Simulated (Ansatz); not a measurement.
**The polar optical mode of ZnS at 50 GPa, worked through**

All numbers below come from Ansatz 0.2.0, DFT PBEsol, scalar-relativistic, plane waves, PAW. Plane waves to 420 eV; Γ-centred k mesh 10×10×10; fixed occupations. No spin polarisation. Phonons by linear response, acoustic sum rule imposed.

The cell, relaxed at 50 GPa:
```
Zn S
1.0
     0.00000    2.41135    2.41135
     2.41135    0.00000    2.41135
     2.41135    2.41135    0.00000
Zn S
1 1
Direct
  0.00000 0.00000 0.00000
  0.75000 0.75000 0.75000
```

The real crystal has changed phase below this pressure.

Linear response gives ν_TO = 457.0 cm⁻¹, Born charges ±1.470 e (positive on Zn) and ε∞ = 6.481. The primitive cell holds 28.042 Å³, and the masses are 65.380 and 32.060 amu.

Problem. Find ν_LO and the static dielectric constant.

Solution. The long-wave field adds a restoring force: ω_LO² − ω_TO² = Z*²e²/(ε_vac ε∞ μV). In these units ν_LO² − ν_TO² = 4.92064×10⁷ Z*²/(μ V ε∞) cm⁻², with μ = m₁m₂/(m₁ + m₂) = 21.512 amu: 27207 cm⁻². So ν_LO = √(457.0² + 27207) = 485.9 cm⁻¹, and the run gives 485.9. Lyddane–Sachs–Teller then gives ε0 = ε∞ (ν_LO/ν_TO)² = 7.33, against 7.33 in the run (it forms both from the same three quantities, so the match checks the arithmetic only). Between ν_TO and ν_LO the dielectric function is negative and an undamped crystal reflects fully: a reststrahlen band from 20.6 to 21.9 μm.

Problem. What do the Clausius–Mossotti polarisability and the Szigeti charge come to?

Solution. With the Lorentz local field, α = (3V/4π)(ε∞ − 1)/(ε∞ + 2) = 4.33 Å³ for the pair, and e_S = 3Z*/(ε∞ + 2) = 0.52 e. The Born charge includes the electrons' response to the dipole's own local field, and e_S takes that enhancement out. The Lorentz field assumes point-like polarisable ions, a poor picture once ε∞ is this large, since the electron clouds then overlap or are shared, so both numbers are formal here.

Problem. How strongly does a slow electron couple to the LO mode?

Solution. For one isotropic parabolic band, Fröhlich's constant is α_F = (1/ε∞ − 1/ε0) √(m* Ry/ħω_LO), with Ry = 13.606 eV, ħω_LO = 60.2 meV and m* in free-electron masses: α_F = 0.0178 × 15.03 × √m* = 0.27 √m*. The band mass isn't part of this run; for m* = 0.1, 0.3 and 1 it gives 0.08, 0.15, 0.27. In weak coupling the polaron lies α_F ħω_LO below the band edge (9 meV at m* = 0.3) with a mass m*(1 + α_F/6); past α_F of about 5 or 6 that expansion fails. A semilocal functional's ε∞ tends to be too large, which taken alone lowers α_F.

Cost: 1 run of about 0.47 core-minutes, on Intel Xeon 6975P-C (Granite Rapids) (shared hosts).